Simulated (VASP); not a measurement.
Write the native input for VASP 6.6.1 that does the following.

```yaml
Task: relaxation of cell and atoms
Functional: r2SCAN
Potentials_or_basis: VASP PAW PBE potentials, release 64 (Zn)
Cutoff: 600 eV
k_mesh: 10 × 10 × 10
Occupations: fermi-dirac, width 0.05 eV
Spin: no spin polarisation
Ladder: gaps
Further_INCAR_settings: ALGO = Normal; EDIFF = 1e-07; IBRION = 2; EDIFFG = -0.01; NSW = 60; ISIF = 3
```

The structure of Zn lies in POSCAR:

```
Zn
1.0
    0.0000000000      1.9647760000      1.9647760000
    1.9647760000      0.0000000000      1.9647760000
    1.9647760000      1.9647760000      0.0000000000
Zn
1
Direct
    0.0000000000      0.0000000000      0.0000000000
```

This isn't the form of Zn at room conditions, which is hcp.

One way to write it, as run:

INCAR

```
PREC = Accurate ; ENCUT = 600
EDIFF = 1E-7 ; ISMEAR = -1
SIGMA = 0.05 ; LREAL = F
LASPH = T ; NELM = 60
ALGO = Normal ; ISIF = 3
LWAVE = F ; LCHARG = F
METAGGA = R2SCAN ; LMIXTAU = T
IBRION = 2 ; NSW = 60
EDIFFG = -0.01
```

KPOINTS

```
Automatic mesh
0
Gamma
  10 10 10
```

Potentials or basis: VASP PAW PBE potentials, release 64 (Zn).

Command:

```console
$ cat potpaw_PBE.64/Zn/POTCAR > POTCAR
$ mpirun -np 1 vasp_std > vasp.out
```

It gave:

| Property | Result |
| --- | --- |
| Relaxed volume | 14.28 Å³/atom |
| Relaxed cell | a = 2.723 Å, b = 2.723 Å, c = 2.723 Å, α = 60.00°, β = 60.00°, γ = 60.00° |
| Space group after relaxing (to 0.05 Å) | Fm-3m (No. 225) |
| Energy gained by relaxing | 14.6 meV/atom |
| Ionic steps | 3 |
| Pressure after relaxing | 0.1 GPa |
| Band gap on the k mesh | none (metal or under the smearing width) |

Caveat: the PAW data sets were made with another functional, which shifts forces and pressure a little.

It took 79 s on 1 thread of Intel(R) Xeon(R) Platinum 8259CL CPU @ 2.50GHz (Skylake/Cascade Lake), with other jobs on the host, peak memory 0.15 GiB.
